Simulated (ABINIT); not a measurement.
The system is ZrB2.

```
CELL_PARAMETERS angstrom
3.17000 0.00000 0.00000
-1.58500 2.74530 0.00000
0.00000 0.00000 3.53300
ATOMIC_POSITIONS crystal
Zr 0.00000 0.00000 0.00000
B 0.66667 0.33333 0.50000
B 0.33333 0.66667 0.50000
```

```yaml
Program: ABINIT 10.8.3 (patched build)
Task: relaxation of cell and atoms
Functional: PBE
Dispersion: D3(BJ)
Potentials_or_basis: JTH PAW PBE v2.0
Cutoff: 463 eV
k_mesh: 10 × 10 × 8
Occupations: fermi-dirac, width 0.05 eV
Spin: no spin polarisation
```

At the start: pressure -5.4 GPa; volume 10.25 Å³/atom.

**Question.** Where does the relaxation end?

**Answer.** Over 4 steps the energy falls by 4.0 meV/atom and the volume is 10.02 Å³/atom (-2.2 %); space group P6/mmm (No. 191, to 0.05 Å).

Step by step:
| step | energy change (eV) | largest force (eV/Å) | pressure (GPa) | volume (Å³) |
| --- | --- | --- | --- | --- |
| 1 | 0.0000 | 0.0000 | -5.40 | 30.75 |
| 2 | -0.0111 | 0.0000 | -1.45 | 30.24 |
| 3 | -0.0119 | 0.0000 | 0.05 | 30.06 |
| 4 | -0.0119 | 0.0000 | 0.01 | 30.07 |

Final structure:
```yaml
crystal:
  lattice:
    - [3.14388, 0.00000, 0.00000]
    - [-1.57194, 2.72268, 0.00000]
    - [0.00000, 0.00000, 3.51239]
  atoms:
    - { symbol: Zr, position: [0.00000, 0.00000, 0.00000] }
    - { symbol: B, position: [0.66667, 0.33333, 0.50000] }
    - { symbol: B, position: [0.33333, 0.66667, 0.50000] }
```

Caveat: pairwise dispersion overbinds metals, which lowers pressure and volume.
